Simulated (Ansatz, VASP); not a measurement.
# One calculation of HfO2, two programs

The input POSCAR:

```
HfO2
1.0
    0.1399273969      2.5785649893      2.5785649893
    2.5785649893      0.1399273969      2.5785649893
    2.5785649893      2.5785649893      0.1399273969
Hf O
1 2
Direct
    0.0000000000      0.0000000000      0.0000000000
    0.2467702832      0.2467702832      0.2467702832
    0.7532297168      0.7532297168      0.7532297168
```

Contents of INCAR.step1:

```
PREC = Accurate
ENCUT = 520
ISMEAR = 0
SIGMA = 0.01
LREAL = F
LASPH = T
NELM = 100
NBANDS = 18
GGA = PE
ALGO = Normal
EDIFF = 1E-4
LWAVE = T
LCHARG = F
```

The input INCAR.step2:

```
PREC = Accurate
ENCUT = 520
EDIFF = 1E-6
ISMEAR = 0
SIGMA = 0.01
LREAL = F
LASPH = T
NELM = 100
ALGO = Normal
ISIF = 2
LWAVE = F
LCHARG = F
METAGGA = R2SCAN
LMIXTAU = T
NBANDS = 18
ISTART = 1
```

KPOINTS

```
regular mesh
0
Gamma
  8 8 8
```

Input for Ansatz:

```yaml
crystal:
  lattice:
    - [0.1399273969, 2.5785649893, 2.5785649893]
    - [2.5785649893, 0.1399273969, 2.5785649893]
    - [2.5785649893, 2.5785649893, 0.1399273969]
  atoms:
    - { symbol: Hf, position: [0.0, 0.0, 0.0] }
    - { symbol: O, position: [0.2467702832, 0.2467702832, 0.2467702832] }
    - { symbol: O, position: [0.7532297168, 0.7532297168, 0.7532297168] }
kpoints:
  mp_grid: { grid: [8, 8, 8] }
  band_path:
    path:
      - [0.0, 0.0, 0.0]
      - [0.5, 0.0, 0.5]
      - [0.625, 0.25, 0.625]
      - [0.375, 0.375, 0.75]
      - [0.5, 0.5, 0.5]
      - [0.5, 0.25, 0.75]
    npoints: 1
hamiltonian:
  xc: r2scan
scf:
  occupations: { method: fixed }
  n_extra_bands: 4
output:
  forces: true
  stress: true
  eigenvalues: true
```

Change from the starting cell: epitaxial_111 strain -3.6%.

Alike in both runs: task single point; functional r2SCAN; k mesh 8 × 8 × 8; no spin polarisation.

```csv
,VASP,Ansatz
version,VASP 6.6.1,Ansatz 0.2.0
potentials or method,"VASP PAW PBE potentials, release 64 (Hf_pv, O)","plane waves, PAW"
plane-wave cutoff (eV),520,500
occupations,"gaussian, width 0.01 eV",fixed
valence electrons in the cell,22,38
```

|  | VASP | Ansatz | Ansatz less VASP |
| --- | --- | --- | --- |
| gap on the k mesh at the Fermi level (eV) | 4.43 | 4.41 | -0.022 |
| pressure (GPa) | 4.4 | 8.6 | +4.19 |
| largest component of the traceless stress (GPa) | 4.03 | 4.23 | +0.194 |
| rms of the force components (eV/Å) | 0.030 | 0.000 | -0.0296 |

Atom by atom the forces differ by 0.030 eV/Å (rms over components). One of these differences is far larger than is usual between the two programs; its cause wasn't traced. The two sets of potentials don't hold the same shells in valence.

Caveats: the PAW data sets were made with another functional, which shifts forces and pressure a little (VASP); spin-orbit coupling is left out, which moves the levels of the heavy elements. A k mesh can miss the band edges.
